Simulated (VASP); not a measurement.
# BAs (F-43m) in VASP: a series of runs, part 2 of 2

VASP 6.6.1. The steps go on from the part before.

### Step 4. Dielectric tensor, PBE

File INCAR:

```
SYSTEM = BAs
ALGO = Normal ; EDIFF = 1E-6
ENCUT = 400 ; GGA = PE
ISIF = 2 ; ISMEAR = 0
LASPH = .True. ; LCHARG = .False.
LEPSILON = .True. ; LREAL = .False.
LWAVE = .False. ; NELM = 100
PREC = Accurate ; SIGMA = 0.01
```

File KPOINTS:

```
k-points
0
Gamma
  9 9 9
  0 0 0
```

File POSCAR:

```
BAs
1.0
    0.0000000000      2.3885000000      2.3885000000
    2.3885000000      0.0000000000      2.3885000000
    2.3885000000      2.3885000000      0.0000000000
As B
1 1
Direct
    0.7500000000      0.7500000000      0.7500000000
    0.0000000000      0.0000000000      0.0000000000
```

Potentials or basis: VASP PAW PBE potentials, release 64 (As, B).

Started as:

```
> cat potpaw_PBE.64/As/POTCAR potpaw_PBE.64/B/POTCAR > POTCAR
> mpirun -np 1 vasp_std > vasp.out
```

OUTCAR:

```text
SYSTEM = BAs
   EDIFF = 1E-6
   ENCUT = 400
   GGA = PE
   ISIF = 2
   ISMEAR = 0
   LASPH = .True.
   LEPSILON = .True.
   LREAL = .False.
   NELM = 100
   PREC = Accurate

 Found     35 irreducible k-points:

 Following reciprocal coordinates:
            Coordinates               Weight
  0.000000  0.000000  0.000000      1.000000
  0.111111  0.000000  0.000000      8.000000
  0.222222  0.000000  0.000000      8.000000
  0.333333  0.000000  0.000000      8.000000
  0.444444  0.000000  0.000000      8.000000
  0.111111  0.111111  0.000000      6.000000
   k-points           NKPTS =     35   k-points in BZ     NKDIM =     35   number of bands    NBANDS=      8
   number of dos      NEDOS =    301   number of ions     NIONS =      2
   total plane-waves  NPLWV =  13824
   dimension x,y,z NGX =    24 NGY =   24 NGZ =   24
   dimension x,y,z NGXF=    48 NGYF=   48 NGZF=   48
   ions per type =               1   1
   NGX,Y,Z   is equivalent  to a cutoff of  11.81, 11.81, 11.81 a.u.
   NGXF,Y,Z  is equivalent  to a cutoff of  23.62, 23.62, 23.62 a.u.
 SYSTEM =  BAs
   PREC   = accura    normal or accurate (medium, high low for compatibility)
   ISTART =      0    job   : 0-new  1-cont  2-samecut
   ICHARG =      2    charge: 1-file 2-atom 10-const
   ISPIN  =      1    spin polarized calculation?
   LNONCOLLINEAR =      F non collinear calculations
   LSORBIT =      F    spin-orbit coupling
   LASPH  =      T    aspherical Exc in radial PAW
   ENCUT  =  400.0 eV  29.40 Ry    5.42 a.u.   5.51  5.51  5.51*2*pi/ulx,y,z
   NELM   =    100;   NELMIN=  2; NELMDL= -5     # of ELM steps
   EDIFF  = 0.1E-05   stopping-criterion for ELM
   LREAL  =      F    real-space projection
   EDIFFG = 0.1E-04   stopping-criterion for IOM
   NSW    =      0    number of steps for IOM
   IBRION =     -1    ionic relax: 0-MD 1-quasi-New 2-CG
   NFREE  =      0    steps in history (QN), initial steepest desc. (CG)
   ISIF   =      2    stress and relaxation
   ISYM   =      2    0-nonsym 1-usesym 2-fastsym
   POTIM  = 0.5000    time-step for ionic-motion
   TEBEG  =    0.0;   TEEND  =   0.0 temperature during run
   PSTRESS=    0.0 pullay stress
   NELECT =       8.0000    total number of electrons
   NUPDOWN=      -1.0000    fix difference up-down
   EMIN   =  10.00;   EMAX   =-10.00  energy-range for DOS
   EFERMI =   0.00;   METHOD = LEGACY
   ISMEAR =     0;   SIGMA  =   0.01  broadening in eV -4-tet -1-fermi 0-gaus
   EFERMI_NEDOS =   21; number of points for ismear=-14 and -15
   IALGO  =     38    algorithm
   IMIX   =      4    mixing-type and parameters
     AMIX     =   0.40;   BMIX     =  1.00
     AMIX_MAG =   1.60;   BMIX_MAG =  1.00
  volume/ion in A,a.u.               =      13.63        91.95
  Fermi-wavevector in a.u.,A,eV,Ry     =   1.088018  2.056057 16.106360  1.183784
  Thomas-Fermi vector in A             =   2.224191
   LORBIT       =      0    0 simple, 1 ext, 2 COOP (PROOUT), +10 PAW based schemes
   GGA     = PE    functional components
   LHFCALC =     F    Hartree Fock is set to
   AEXX    =    0.0000 exact exchange contribution
   IVDW    =     0    specifies the selected vdW correction
   LEPSILON=     T    determine dielectric tensor
   LRPA    =     F    only Hartree local field effects (RPA)
 non-spin polarized calculation
 Gauss-broadening in eV      SIGMA  =   0.01
  energy-cutoff  :      400.00
  volume of cell :       27.25
[... 84 lines left out ...]
  Direction    XX          YY          ZZ          XY          YZ          ZX
  --------------------------------------------------------------------------------------
  -------------------------------------------------------------------------------------
  Total        0.5820317      0.5820317      0.5820317      0.0000000      0.0000000     -0.0000000
  in kB       34.2177555     34.2177555     34.2177555      0.0000000      0.0000000     -0.0000000
  external PRESSURE =      34.2177555 kB  Pullay stress =       0.0000000 kB

 VOLUME and BASIS-vectors are now :
 -----------------------------------------------------------------------------
  energy-cutoff  :      400.00
  volume of cell :       27.25
      direct lattice vectors                 reciprocal lattice vectors
     0.000000000  2.388500000  2.388500000    -0.209336404  0.209336404  0.209336404
     2.388500000  0.000000000  2.388500000     0.209336404 -0.209336404  0.209336404
     2.388500000  2.388500000  0.000000000     0.209336404  0.209336404 -0.209336404

 POSITION                                       TOTAL-FORCE (eV/Angst)
 -----------------------------------------------------------------------------------
      3.58275      3.58275      3.58275         0.000000      0.000000      0.000000
      0.00000      0.00000      0.00000        -0.000000     -0.000000     -0.000000
 -----------------------------------------------------------------------------------
    total drift:                               -0.000000     -0.000000     -0.000000

  FREE ENERGIE OF THE ION-ELECTRON SYSTEM (eV)
  ---------------------------------------------------
  free  energy   TOTEN  =       -11.4052501711 eV

  energy  without entropy=      -11.4052501711  energy(sigma->0) =      -11.40525017

 HEAD OF MICROSCOPIC STATIC DIELECTRIC TENSOR (INDEPENDENT PARTICLE, excluding Hartree and local field effects)
 ------------------------------------------------------
          10.275677     0.000000    -0.000000
          -0.000000    10.275677     0.000000
          -0.000000     0.000000    10.275677
 ------------------------------------------------------

 Free energy of the ion-electron system (eV)
  ---------------------------------------------------
  ---------------------------------------------------
  free energy    TOTEN  =        -0.73056362 eV

  energy without entropy =       -0.73056362

------------------------ aborting loop because EDIFF is reached ----------------------------------------

--------------------------------------- Ionic step        2  -------------------------------------------

------------------------ aborting loop because EDIFF is reached ----------------------------------------

--------------------------------------- Ionic step        3  -------------------------------------------

 Free energy of the ion-electron system (eV)
  ---------------------------------------------------
  ---------------------------------------------------
  free energy    TOTEN  =        -0.73056386 eV

  energy without entropy =       -0.73056386

------------------------ aborting loop because EDIFF is reached ----------------------------------------

 PIEZOELECTRIC TENSOR FIELD DIRECTION 3  (e Angst)
 -----------------------------------------------------------------------------
    -0.00031 -0.15697  0.00000           (  0.00000 -0.10037  0.00000)
    -0.15697 -0.00031  0.00000           ( -0.10037  0.00000  0.00000)
     0.00000  0.00000 -0.00025           (  0.00000  0.00000 -0.00000)

 PIEZOELECTRIC TENSOR FIELD DIRECTION 3  (C/m^2)
 -----------------------------------------------------------------------------
    -0.00018 -0.09228  0.00000
    -0.09228 -0.00018  0.00000
     0.00000  0.00000 -0.00015

 MACROSCOPIC STATIC DIELECTRIC TENSOR (including local field effects in DFT)
 ------------------------------------------------------
           9.980152     0.000000    -0.000000
          -0.000000     9.980152     0.000000
          -0.000000    -0.000000     9.980152
 ------------------------------------------------------

 PIEZOELECTRIC TENSOR (including local field effects)  for field in x, y, z        (e  Angst)
          XX          YY          ZZ          XY          YZ          ZX
  --------------------------------------------------------------------------------
  x     0.00000    -0.00000     0.00000     0.00000    -0.14979     0.00000
  y    -0.00000     0.00000     0.00000     0.00000     0.00000    -0.14979
  z     0.00000    -0.00000     0.00000    -0.14979     0.00000     0.00000

 PIEZOELECTRIC TENSOR (including local field effects)  for field in x, y, z        (C/m^2)
          XX          YY          ZZ          XY          YZ          ZX
  --------------------------------------------------------------------------------
  x     0.00000    -0.00000     0.00000     0.00000    -0.08806     0.00000
  y    -0.00000     0.00000     0.00000     0.00000     0.00000    -0.08806
  z     0.00000    -0.00000     0.00000    -0.08806     0.00000     0.00000

 BORN EFFECTIVE CHARGES (including local field effects) (in |e|, cummulative output)
 ---------------------------------------------------------------------------------
 ion    1
    1     0.52740     0.00000     0.00000
    2     0.00000     0.52740     0.00000
    3    -0.00000    -0.00000     0.52740
 ion    2
    1    -0.52740     0.00000    -0.00000
    2     0.00000    -0.52740    -0.00000
    3     0.00000     0.00000    -0.52740
```

stdout:

```text
POSCAR found type information on POSCAR AsB
 POSCAR found :  2 types and       2 ions
 scaLAPACK will be used
 LDA part: xc-table for (Slater+PW92), standard interpolation
 POSCAR, INCAR and KPOINTS ok, starting setup
 FFT: planning ... GRIDC
 FFT: planning ... GRID_SOFT
 FFT: planning ... GRID
 WAVECAR not read
 entering main loop
 Linear response reoptimize wavefunctions to high precision
 Linear response G [H, r] |phi>, progress :
  Direction:   1
 Linear response G [H, r] |phi>, progress :
  Direction:   2
 Linear response G [H, r] |phi>, progress :
  Direction:   3
 Linear response to external field (no local field effect), progress :
  Direction:   1
 dielectric tensor                  component  1 :    12.551     6.396     1.351
 Linear response to external field (no local field effect), progress :
  Direction:   2
 dielectric tensor                  component  2 :     6.397    12.690    -1.658
 Linear response to external field (no local field effect), progress :
  Direction:   3
 dielectric tensor                  component  3 :     1.349    -1.658     5.586
 Linear response to external field, progress :
  Direction:   1
 dielectric tensor                  component  1 :     9.980     2.690     1.541
 Linear response to external field, progress :
  Direction:   2
 dielectric tensor                  component  2 :     2.530     9.980     1.315
 Linear response to external field, progress :
  Direction:   3
 dielectric tensor                  component  3 :     1.961     2.271     9.980
 Born effective charges drift removed
```

It took 30 s on 1 thread of Intel Xeon 6975P-C (Granite Rapids), shared host; peak memory 0.18 GiB.

The run converged, but some of its settings lie outside the range that counts as converged, so its numbers aren't taken as properties of the crystal.

What came out:

* Band gap on the k mesh: 1.23 eV, indirect (least direct gap 3.28 eV)
* Electronic dielectric tensor (diagonal): 9.98
* Born charges (mean of the diagonal): As +0.53; B -0.53 e

Caveat: an odd mesh through Γ misses points on the zone boundary, where band edges often lie.

### Step 5. Dielectric tensor, PBE

File INCAR:

```
SYSTEM = BAs
ALGO = Normal ; EDIFF = 1E-8
ENCUT = 400 ; GGA = PE
ISIF = 2 ; ISMEAR = 0
LASPH = .True. ; LCHARG = .False.
LEPSILON = .True. ; LREAL = .False.
LWAVE = .False. ; NELM = 100
PREC = Normal ; SIGMA = 0.01
```

KPOINTS is that of step 4.

POSCAR is that of step 4.

Potentials or basis: VASP PAW PBE potentials, release 64 (As, B).

Started as:

```
> cat potpaw_PBE.64/As/POTCAR potpaw_PBE.64/B/POTCAR > POTCAR
> mpirun -np 1 vasp_std > vasp.out
```

OUTCAR:

```text
SYSTEM = BAs
   EDIFF = 1E-8
   ENCUT = 400
   GGA = PE
   ISIF = 2
   ISMEAR = 0
   LASPH = .True.
   LEPSILON = .True.
   LREAL = .False.
   NELM = 100
   PREC = Normal

 Found     35 irreducible k-points:

 Following reciprocal coordinates:
            Coordinates               Weight
  0.000000  0.000000  0.000000      1.000000
  0.111111  0.000000  0.000000      8.000000
  0.222222  0.000000  0.000000      8.000000
  0.333333  0.000000  0.000000      8.000000
  0.444444  0.000000  0.000000      8.000000
  0.111111  0.111111  0.000000      6.000000
   k-points           NKPTS =     35   k-points in BZ     NKDIM =     35   number of bands    NBANDS=      8
   number of dos      NEDOS =    301   number of ions     NIONS =      2
   total plane-waves  NPLWV =   5832
   dimension x,y,z NGX =    18 NGY =   18 NGZ =   18
   dimension x,y,z NGXF=    36 NGYF=   36 NGZF=   36
   ions per type =               1   1
   NGX,Y,Z   is equivalent  to a cutoff of   8.86,  8.86,  8.86 a.u.
   NGXF,Y,Z  is equivalent  to a cutoff of  17.72, 17.72, 17.72 a.u.
 SYSTEM =  BAs
   PREC   = normal    normal or accurate (medium, high low for compatibility)
   ISTART =      0    job   : 0-new  1-cont  2-samecut
   ICHARG =      2    charge: 1-file 2-atom 10-const
[... 178 lines left out ...]
  ---------------------------------------------------
  free energy    TOTEN  =        -0.72968512 eV

  energy without entropy =       -0.72968512

------------------------ aborting loop because EDIFF is reached ----------------------------------------

 PIEZOELECTRIC TENSOR FIELD DIRECTION 3  (e Angst)
 -----------------------------------------------------------------------------
    -0.00031 -0.15696  0.00000           (  0.00000 -0.10037  0.00000)
    -0.15696 -0.00031  0.00000           ( -0.10037  0.00000  0.00000)
     0.00000  0.00000 -0.00025           (  0.00000  0.00000 -0.00000)

 PIEZOELECTRIC TENSOR FIELD DIRECTION 3  (C/m^2)
 -----------------------------------------------------------------------------
    -0.00018 -0.09228  0.00000
    -0.09228 -0.00018  0.00000
     0.00000  0.00000 -0.00015

 MACROSCOPIC STATIC DIELECTRIC TENSOR (including local field effects in DFT)
 ------------------------------------------------------
           9.980200     0.000000    -0.000000
           0.000000     9.980200    -0.000000
           0.000000     0.000000     9.980200
 ------------------------------------------------------

 PIEZOELECTRIC TENSOR (including local field effects)  for field in x, y, z        (e  Angst)
          XX          YY          ZZ          XY          YZ          ZX
  --------------------------------------------------------------------------------
  x    -0.00000    -0.00000     0.00000     0.00000    -0.14978     0.00000
  y    -0.00000     0.00000     0.00000     0.00000     0.00000    -0.14978
  z     0.00000    -0.00000     0.00000    -0.14978     0.00000     0.00000

 PIEZOELECTRIC TENSOR (including local field effects)  for field in x, y, z        (C/m^2)
          XX          YY          ZZ          XY          YZ          ZX
  --------------------------------------------------------------------------------
  x    -0.00000    -0.00000     0.00000     0.00000    -0.08806     0.00000
  y    -0.00000     0.00000     0.00000     0.00000     0.00000    -0.08806
  z     0.00000    -0.00000     0.00000    -0.08806     0.00000     0.00000

 BORN EFFECTIVE CHARGES (including local field effects) (in |e|, cummulative output)
 ---------------------------------------------------------------------------------
 ion    1
    1     0.52740    -0.00000     0.00000
    2    -0.00000     0.52740     0.00000
    3    -0.00000     0.00000     0.52740
 ion    2
    1    -0.52740     0.00000    -0.00000
    2     0.00000    -0.52740    -0.00000
    3     0.00000    -0.00000    -0.52740
```

It took 28 s on 1 thread of Intel Xeon 6975P-C (Granite Rapids), shared host; peak memory 0.17 GiB.

The run converged, but some of its settings lie outside the range that counts as converged, so its numbers aren't taken as properties of the crystal.

What came out:

```yaml
Band_gap_on_the_k_mesh: 1.23 eV, indirect (least direct gap 3.28 eV)
Electronic_dielectric_tensor_diagonal: 9.98
Born_charges_mean_of_the_diagonal: As +0.53; B -0.53 e
```

Caveat: an odd mesh through Γ misses points on the zone boundary, where band edges often lie.

### Step 6. Dielectric tensor, PBE

INCAR, as its differences from that of step 5:

```diff
@@ -7,2 +7,2 @@
 LWAVE = .False. ; NELM = 100
-PREC = Normal ; SIGMA = 0.01
+PREC = Accurate ; SIGMA = 0.1
```

KPOINTS is that of step 5.

POSCAR is that of step 5.

Potentials or basis: VASP PAW PBE potentials, release 64 (As, B).

Started as:

```
> cat potpaw_PBE.64/As/POTCAR potpaw_PBE.64/B/POTCAR > POTCAR
> mpirun -np 1 vasp_std > vasp.out
```

OUTCAR:

```text
SYSTEM = BAs
   EDIFF = 1E-8
   ENCUT = 400
   GGA = PE
   ISIF = 2
   ISMEAR = 0
   LASPH = .True.
   LEPSILON = .True.
   LREAL = .False.
   NELM = 100
   PREC = Accurate

 Found     35 irreducible k-points:

 Following reciprocal coordinates:
            Coordinates               Weight
  0.000000  0.000000  0.000000      1.000000
  0.111111  0.000000  0.000000      8.000000
  0.222222  0.000000  0.000000      8.000000
  0.333333  0.000000  0.000000      8.000000
  0.444444  0.000000  0.000000      8.000000
  0.111111  0.111111  0.000000      6.000000
   k-points           NKPTS =     35   k-points in BZ     NKDIM =     35   number of bands    NBANDS=      8
   number of dos      NEDOS =    301   number of ions     NIONS =      2
   total plane-waves  NPLWV =  13824
   dimension x,y,z NGX =    24 NGY =   24 NGZ =   24
   dimension x,y,z NGXF=    48 NGYF=   48 NGZF=   48
   ions per type =               1   1
   NGX,Y,Z   is equivalent  to a cutoff of  11.81, 11.81, 11.81 a.u.
   NGXF,Y,Z  is equivalent  to a cutoff of  23.62, 23.62, 23.62 a.u.
 SYSTEM =  BAs
   PREC   = accura    normal or accurate (medium, high low for compatibility)
   ISTART =      0    job   : 0-new  1-cont  2-samecut
   ICHARG =      2    charge: 1-file 2-atom 10-const
   ISPIN  =      1    spin polarized calculation?
[... 180 lines left out ...]
  free energy    TOTEN  =        -0.73056761 eV

  energy without entropy =       -0.73056761

------------------------ aborting loop because EDIFF is reached ----------------------------------------

 PIEZOELECTRIC TENSOR FIELD DIRECTION 3  (e Angst)
 -----------------------------------------------------------------------------
    -0.00031 -0.15699  0.00000           (  0.00000 -0.10037  0.00000)
    -0.15699 -0.00031  0.00000           ( -0.10037  0.00000  0.00000)
     0.00000  0.00000 -0.00025           (  0.00000  0.00000 -0.00000)

 PIEZOELECTRIC TENSOR FIELD DIRECTION 3  (C/m^2)
 -----------------------------------------------------------------------------
    -0.00018 -0.09230  0.00000
    -0.09230 -0.00018  0.00000
     0.00000  0.00000 -0.00015

 MACROSCOPIC STATIC DIELECTRIC TENSOR (including local field effects in DFT)
 ------------------------------------------------------
           9.980187    -0.000000    -0.000000
           0.000000     9.980187    -0.000000
           0.000000     0.000000     9.980187
 ------------------------------------------------------

 PIEZOELECTRIC TENSOR (including local field effects)  for field in x, y, z        (e  Angst)
          XX          YY          ZZ          XY          YZ          ZX
  --------------------------------------------------------------------------------
  x     0.00000    -0.00000     0.00000     0.00000    -0.14981     0.00000
  y    -0.00000     0.00000    -0.00000     0.00000     0.00000    -0.14981
  z    -0.00000     0.00000     0.00000    -0.14981     0.00000     0.00000

 PIEZOELECTRIC TENSOR (including local field effects)  for field in x, y, z        (C/m^2)
          XX          YY          ZZ          XY          YZ          ZX
  --------------------------------------------------------------------------------
  x     0.00000    -0.00000     0.00000     0.00000    -0.08808     0.00000
  y    -0.00000     0.00000    -0.00000     0.00000     0.00000    -0.08808
  z    -0.00000     0.00000     0.00000    -0.08808     0.00000     0.00000

 BORN EFFECTIVE CHARGES (including local field effects) (in |e|, cummulative output)
 ---------------------------------------------------------------------------------
 ion    1
    1     0.52740    -0.00000     0.00000
    2     0.00000     0.52740     0.00000
    3    -0.00000     0.00000     0.52740
 ion    2
    1    -0.52740     0.00000    -0.00000
    2     0.00000    -0.52740     0.00000
    3     0.00000     0.00000    -0.52740
```

Run time: 32 s. Hardware: 1 thread of Intel Xeon 6975P-C (Granite Rapids), shared host; peak memory 0.18 GiB.

These settings aren't checked as converged: the numbers below hold their error.

Results:

```yaml
Band_gap_on_the_k_mesh: 1.23 eV, indirect (least direct gap 3.28 eV)
Electronic_dielectric_tensor_diagonal: 9.98
Born_charges_mean_of_the_diagonal: As +0.53; B -0.53 e
```

Caveat: an odd mesh through Γ misses points on the zone boundary, where band edges often lie.

### Step 7. For comparison

An earlier run on the cell as given: functional PBE; potentials or basis VASP PAW PBE potentials, release 64 (As, B); cutoff 520 eV; k mesh 10 × 10 × 10; occupations fermi-dirac, width 0.05 eV; no spin polarisation.

* Pressure: 3.4 GPa
* Band gap on the k mesh: 1.18 eV, indirect (least direct gap 3.28 eV)
